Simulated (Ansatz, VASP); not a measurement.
**GaP in VASP and in Ansatz**

```
Ga P
1.0
     0.00000    2.73430    2.73430
     2.73430    0.00000    2.73430
     2.73430    2.73430    0.00000
Ga P
1 1
Cartesian
  0.0000 0.0000 0.0000
  4.1015 4.1015 4.1015
```

Change from the starting cell: volume scaled by 1.01, crystal datasets.

Alike in both runs: task electric field gradients; functional PBEsol; k mesh 12 × 12 × 12; occupations fermi-dirac, width 0.08 eV; no spin polarisation.

```csv
,VASP,Ansatz
version,VASP 6.6.1,Ansatz 0.2.0
potentials or method,"VASP PAW PBE potentials, release 64 (Ga_d, P), cutoff 520 eV","all-electron PAW with datasets made for the crystal, scalar-relativistic"
```

|  | VASP | Ansatz | Ansatz less VASP |
| --- | --- | --- | --- |
| pressure (GPa) | -1.4 | -1.4 | +0.03 |
| Vzz of the field gradient on the site that differs most (V/Å²) | 0.0 | 0.0 | 0.00 |

Ansatz ran all-electron here, so the differences hold the error of VASP's frozen core and of both bases.

Caveats: the PAW data sets were made with another functional, which shifts forces and pressure a little (VASP). A k mesh can miss the band edges.
